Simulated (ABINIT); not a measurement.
Ge, 2 atoms in the cell. Symmetry: Fd-3m, No. 227, cubic system. Conventional cell: a = 5.658 Å, b = 5.658 Å, c = 5.658 Å, α = 90.00°, β = 90.00°, γ = 90.00°. Ge (site symmetry -43m) is surrounded by 4 Ge at 2.45 Å. 

```yaml
Program: ABINIT 10.8.3 (patched build)
Task: single point
Functional: PBE
Potentials_or_basis: PseudoDojo NC SR PBE v0.4.1 standard
Cutoff: 952 eV
k_mesh: 6 × 6 × 6
Occupations: fermi-dirac, width 0.05 eV
Spin: no spin polarisation
```

Potentials or basis: PseudoDojo NC SR PBE v0.4.1 standard.

Command:

```console
$ mpirun --bind-to none -np 4 abinit run.abi > log 2>&1
```

Hardware: 4 MPI ranks on Arm Neoverse V2 (shared host).

How long does it take, and how much memory?

Wall time 7.5 s on 4 MPI ranks on Arm Neoverse V2, with other jobs on the host, peak memory 0.32 GiB a rank. Counts: scf iterations 10, mpi ranks 4, k points 16, bands 18, plane waves 3042.
